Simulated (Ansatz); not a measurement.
**Arsenic (A15) across density functionals**

All rows: Ansatz, plane waves with scalar-relativistic PAW, 420 eV (500 eV for the SCAN forms), relaxed under each functional, no dispersion correction, no zero-point motion. B₀ comes from uniform scaling at fixed shape; a dash is a value not given.

```
functional  V (Å³/atom)         cell     magnetic state  ΔE to grey arsenic (A7) (meV/atom)
       PBE        19.68  a = 5.399 Å  spin not included                                 600
    r²SCAN        19.49  a = 5.382 Å  spin not included                                 812
    PBEsol        18.76  a = 5.314 Å  spin not included                                 530
       LDA        18.45  a = 5.285 Å  spin not included                                 548
    revPBE        19.97  a = 5.426 Å  spin not included                                 687
      BLYP        21.74  a = 5.582 Å  spin not included                                 869
```

Q: What does RPBE give?

A: V (Å³/atom): 20.09; cell: a = 5.437 Å; magnetic state: spin not included; ΔE to grey arsenic (A7) (meV/atom): 714.
